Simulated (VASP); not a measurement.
## A VASP 6.6.1 single-point calculation on NaI

INCAR

```
EDIFF = 1E-7
GGA = PE
SIGMA = 0.02
LWAVE = .FALSE.
PREC = Accurate
ISYM = -1
NBANDS = 31
NSW = 0
NELM = 73
LASPH = .TRUE.
IBRION = -1
ISIF = 2
ENCUT = 520
LCHARG = .FALSE.
ISMEAR = -1
LREAL = .FALSE.
```

KPOINTS

```
KPOINTS created by Atomic Simulation Environment
0
Gamma
4 4 4
0 0 0
```

POSCAR

```
Na I
 1.0000000000000000
     4.0405365579000003    0.0000000000000000    0.0000000000000000
     0.0000000000000000    4.0405365579000003    0.0000000000000000
     0.0000000000000000    0.0000000000000000    4.1072054110999998
 Na  I
   1   1
Cartesian
  0.0000000000000000  0.0000000000000000  0.0000000000000000
  2.0202682789499997  2.0202682789499997  2.0536027055499995
```

The recommended PBE PAW datasets give the neutral cell 14 valence electrons.

Command

```
mpirun -np 1 vasp_std
```

OSZICAR

```
N       E                     dE             d eps       ncg     rms          rms(c)
DAV:   1     0.115829473993E+03    0.11583E+03   -0.52371E+03  3982   0.406E+02
DAV:   2     0.464009009254E+01   -0.11119E+03   -0.99943E+02  4230   0.158E+02
DAV:   3    -0.499973387184E+01   -0.96398E+01   -0.94882E+01  4925   0.408E+01
DAV:   4    -0.518467201518E+01   -0.18494E+00   -0.18477E+00  4894   0.536E+00
DAV:   5    -0.518868547461E+01   -0.40135E-02   -0.40133E-02  4711   0.825E-01    0.187E+00
DAV:   6    -0.507863085351E+01    0.11005E+00   -0.51563E-02  5133   0.820E-01    0.127E+00
DAV:   7    -0.504954624847E+01    0.29085E-01   -0.59537E-02  5423   0.744E-01    0.576E-01
DAV:   8    -0.505012817919E+01   -0.58193E-03   -0.50790E-03  4602   0.294E-01    0.723E-02
DAV:   9    -0.505010312523E+01    0.25054E-04   -0.27187E-04  5868   0.837E-02    0.313E-02
DAV:  10    -0.505011577675E+01   -0.12652E-04   -0.23244E-05  4732   0.175E-02    0.115E-02
DAV:  11    -0.505011774321E+01   -0.19665E-05   -0.27413E-06  4882   0.547E-03    0.332E-03
DAV:  12    -0.505011786850E+01   -0.12529E-06   -0.23181E-07  5508   0.334E-03    0.130E-03
DAV:  13    -0.505011790553E+01   -0.37031E-07   -0.18793E-08  4531   0.437E-04
   1 F= -.50501179E+01 E0= -.50501179E+01  d E =-.200711E-10
```

Standard output (part)

```
POSCAR found type information on POSCAR NaI
 POSCAR found :  2 types and       2 ions
 LDA part: xc-table for (Slater+PW92), standard interpolation
 POSCAR, INCAR and KPOINTS ok, starting setup
 WAVECAR not read
 entering main loop
```

From OUTCAR

```
k-points           NKPTS =     64   k-points in BZ     NKDIM =     64   number of bands    NBANDS=     31

   NELECT =      14.0000    total number of electrons

   dimension x,y,z NGX =    30 NGY =   30 NGZ =   32
   dimension x,y,z NGXF=    60 NGYF=   60 NGZF=   64

  energy-cutoff  :      520.00
  volume of cell :       67.05
      direct lattice vectors                 reciprocal lattice vectors
     4.040536558  0.000000000  0.000000000     0.247491883  0.000000000  0.000000000
     0.000000000  4.040536558  0.000000000     0.000000000  0.247491883  0.000000000
     0.000000000  0.000000000  4.107205411     0.000000000  0.000000000  0.243474553

 k-points in reciprocal lattice and weights: KPOINTS created by Atomic Simulation Env
   0.00000000  0.00000000  0.00000000       0.016
   0.25000000  0.00000000  0.00000000       0.016
   0.50000000  0.00000000  0.00000000       0.016
  -0.25000000  0.00000000  0.00000000       0.016
   0.00000000  0.25000000  0.00000000       0.016
   0.25000000  0.25000000  0.00000000       0.016
   0.50000000  0.25000000  0.00000000       0.016
  -0.25000000  0.25000000  0.00000000       0.016
   ...

 E-fermi :   2.2883

 k-point     1 :       0.0000    0.0000    0.0000
  band No.  band energies     occupation
      1     -21.9056      2.00000
      2     -21.9056      2.00000
      3     -21.9031      2.00000
      4      -9.9227      2.00000
      5       1.1018      2.00000
      6       1.2502      2.00000
      7       1.2502      2.00000
      8       4.0911      0.00000
      9       7.4004      0.00000
     10       7.5048      0.00000
     11      12.8245      0.00000
     12      12.9870      0.00000
     13      12.9870      0.00000
     14      13.5787      0.00000
     15      13.5787      0.00000
     16      13.8014      0.00000
     17      16.1235      0.00000
     18      16.2691      0.00000
     19      16.3897      0.00000
     20      16.4447      0.00000
     21      16.4447      0.00000
     22      18.5225      0.00000
     23      21.9899      0.00000
     24      22.2902      0.00000
     25      22.3231      0.00000
     26      22.3231      0.00000
     27      24.5543      0.00000
     28      24.5711      0.00000
     29      24.5711      0.00000
     30      28.6627      0.00000
     31      29.1042      0.00000

 k-point     2 :       0.2500    0.0000    0.0000
  band No.  band energies     occupation
      1     -21.9096      2.00000
      2     -21.9053      2.00000
      3     -21.9027      2.00000
      4      -9.7670      2.00000
      5      -0.3303      2.00000
      6       1.2610      2.00000
      7       1.4058      2.00000
      8       5.2571      0.00000
      9       7.9289      0.00000
     10       8.7774      0.00000
     11      10.6532      0.00000
     12      10.9040      0.00000
     13      12.0097      0.00000
     14      12.6612      0.00000
     15      13.9922      0.00000
     16      14.5739      0.00000
     17      14.6549      0.00000
     18      17.1124      0.00000
     19      18.7847      0.00000
     20      18.9999      0.00000
     21      19.2085      0.00000
     22      20.1679      0.00000
     23      20.1788      0.00000
     24      20.8228      0.00000
     25      21.1646      0.00000
     26      22.5939      0.00000
     27      23.3618      0.00000
     28      26.4259      0.00000
     29      27.4257      0.00000
     30      27.5172      0.00000
     31      29.0789      0.00000

 ...

  Total        0.1913186      0.1913190     -0.1385430      0.0000005      0.0000006     -0.0000004
  in kB        4.5713366      4.5713465     -3.3103247      0.0000116      0.0000139     -0.0000088
  external PRESSURE =       1.9441195 kB  Pullay stress =       0.0000000 kB

 POSITION                                       TOTAL-FORCE (eV/Angst)
 -----------------------------------------------------------------------------------
      0.00000      0.00000      0.00000         0.000000      0.000000      0.000000
      2.02027      2.02027      2.05360        -0.000000     -0.000000     -0.000000
 -----------------------------------------------------------------------------------
    total drift:                                0.000000      0.000000      0.000000

  FREE ENERGIE OF THE ION-ELECTRON SYSTEM (eV)
  ---------------------------------------------------
  free  energy   TOTEN  =        -5.0501179055 eV

  energy  without entropy=       -5.0501179055  energy(sigma->0) =       -5.05011791
```

It converged. Results: gap between bands v and c on the k mesh 2.22 eV; least direct gap on the k mesh 2.75 eV; pressure 0.2 GPa. Band v is the last that the valence electrons fill when counted band by band, and c is the next.

These settings aren't sound, so the numbers aren't properties of the crystal.

On sound settings PBE gives a gap of 2.23 eV on its mesh and a pressure of 0.0 GPa for the intended cell.

The run took about 1.9 min on one core of a shared host (Intel Xeon Platinum 8488C) and held 0.24 GiB at most.
